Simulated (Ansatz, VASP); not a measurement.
## Two plane-wave programs on TePb

The input INCAR:

```
PREC = Accurate
ENCUT = 520
EDIFF = 1E-6
ISMEAR = 0
SIGMA = 0.05
LREAL = F
LASPH = T
NELM = 100
ALGO = Normal
ISIF = 2
LWAVE = F
LCHARG = F
GGA = PS
NBANDS = 17
```

Contents of KPOINTS:

```
regular mesh
0
Gamma
  8 8 8
```

File POSCAR:

```
TePb
1.0
    0.0000000000      3.2712109733      3.1403625344
    3.2712109733      0.0000000000      3.1403625344
    3.2712109733      3.2712109733      0.0000000000
Te Pb
1 1
Direct
    0.5000000000      0.5000000000      0.5000000000
    0.0000000000      0.0000000000      0.0000000000
```

Input for Ansatz:

```yaml
crystal:
  lattice:
    - [0.0, 3.2712109733, 3.1403625344]
    - [3.2712109733, 0.0, 3.1403625344]
    - [3.2712109733, 3.2712109733, 0.0]
  atoms:
    - { symbol: Te, position: [0.5, 0.5, 0.5] }
    - { symbol: Pb, position: [0.0, 0.0, 0.0] }
basis:
  ecutwfc: 420
kpoints:
  mp_grid: { grid: [8, 8, 8] }
hamiltonian:
  xc: pbesol
scf:
  occupations: { method: gaussian, width: 0.05 }
output:
  forces: true
  stress: true
  eigenvalues: true
```

Alike in both runs: task single point; functional PBEsol; k mesh 8 × 8 × 8; occupations gaussian, width 0.05 eV; no spin polarisation.

|  | VASP | Ansatz |
| --- | --- | --- |
| version | VASP 6.6.1 | Ansatz 0.2.0 |
| potentials or method | VASP PAW PBE potentials, release 64 (Te, Pb_d) | scalar-relativistic, plane waves, PAW |
| plane-wave cutoff (eV) | 520 | 420 |
| valence electrons in the cell | 20 | 30 |

Ansatz gave:

```
gap on the k mesh at the Fermi level (eV)       : 0.57
least direct gap on the mesh (eV)               : 0.57
pressure (GPa)                                  : 0.0
largest component of the traceless stress (GPa) : 3.48
```

Q: What did VASP give for the same quantities?

A: gap on the k mesh at the Fermi level (eV): 0.57; least direct gap on the mesh (eV): 0.57; pressure (GPa): 0.0; largest component of the traceless stress (GPa): 3.49.

The functional is the same, so the differences come from potentials, cutoffs and numerics. The two sets of potentials don't hold the same shells in valence.

Caveats: the PAW data sets were made with another functional, which shifts forces and pressure a little (VASP); spin-orbit coupling is left out, which as a rule narrows the gap of such compounds by several tenths of an eV. A k mesh can miss the band edges.
